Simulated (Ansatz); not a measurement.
# ZnS (P6_3mc): phonon calculation by linear response in Python

What are the phonon frequencies of ZnS (P6_3mc)? The task is a phonon calculation by linear response, for ZnS (P6_3mc).

Computed with the Python package of Ansatz 0.2.0. Level of theory: DFT PBEsol, plane waves, PAW.

It takes space group P6_3mc (No. 186, hexagonal). Conventional cell: a = 3.811 Å, b = 3.811 Å, c = 6.234 Å, α = 90.00°, β = 90.00°, γ = 120.00°. Zn (site symmetry 3m) has 4 S at 2.31 to 2.40 Å as nearest neighbours. S (site symmetry 3m) is surrounded by 4 Zn at 2.31 to 2.40 Å.

The script reads POSCAR:

```text
ZnS
1.0
   3.81100000    0.00000000    0.00000000
  -1.90550000    3.30042281    0.00000000
   0.00000000    0.00000000    6.23400000
Zn S
2 2
Direct
   0.33333333    0.66666667    0.00000000
   0.66666667    0.33333333    0.50000000
   0.33333333    0.66666667    0.38500000
   0.66666667    0.33333333    0.88500000
```

```
                       quantity                               value
                    free energy  -8334.8444 eV (-2083.7111 eV/atom)
                gap on the mesh                             2.11 eV
              highest frequency                            304 cm⁻¹
imaginary modes at these points                                none
```

**Reading.** The long-range field of a polar crystal is left out, so longitudinal optical modes near Γ lie too low. All modes computed here are real. Only Γ is listed, so instabilities elsewhere in the zone are not shown. The highest lies at 304 cm⁻¹ (9.1 THz). On the mesh the gap is 2.11 eV; the true edges may lie between its points. Measured gap of ZnS: 3.911 eV (direct; 4 K; a printed reference work, monograph). This calculation gives 2.11 eV (-46.0 %). Semilocal functionals underestimate gaps, which is the main cause of such a shortfall; excitons and temperature, left out, lower measured gaps and so can't explain it. The cell isn't relaxed first, so the values belong to this volume. No non-analytic term is added, so at the zone centre the longitudinal optical modes of a polar crystal aren't split off. The structure is taken as given; imaginary modes can come from an unrelaxed or unstable start.

Q: Write a script for Ansatz's Python package that leads to these results.

The script that was run; other settings give nearby values:

run_dfpt.py reads:

```python
"""DFPT phonons of ZnS."""

from pathlib import Path
import warnings

import ansatz as az
from ase.io import read
import numpy as np


def main() -> None:
    warnings.simplefilter("ignore", az.DeckWarning)

    atoms = read("POSCAR", format="vasp")
    xtal = az.Crystal.from_ase(atoms)

    base = (
        xtal.calculation()
        .basis(19 * az.Ha)
        .occupations("fixed")  # whole-number filling, right only where there is a gap
        .functional("pbesol")
        .kpoints(6, 6, 4)
        .phonons("dfpt")
    )
    done = base.run(threads=1, backend="cpu", runs_dir="runs")
    ph = done.phonons

    print("Gamma modes (1/cm):", " ".join(f"{w:.1f}" for w in ph.gamma_omega_inv_cm))
    print("in meV:", " ".join(f"{w * 0.1239842:.2f}" for w in ph.gamma_omega_inv_cm))


if __name__ == "__main__":
    main()
```

On the command line:

```sh
$ python run_dfpt.py
```
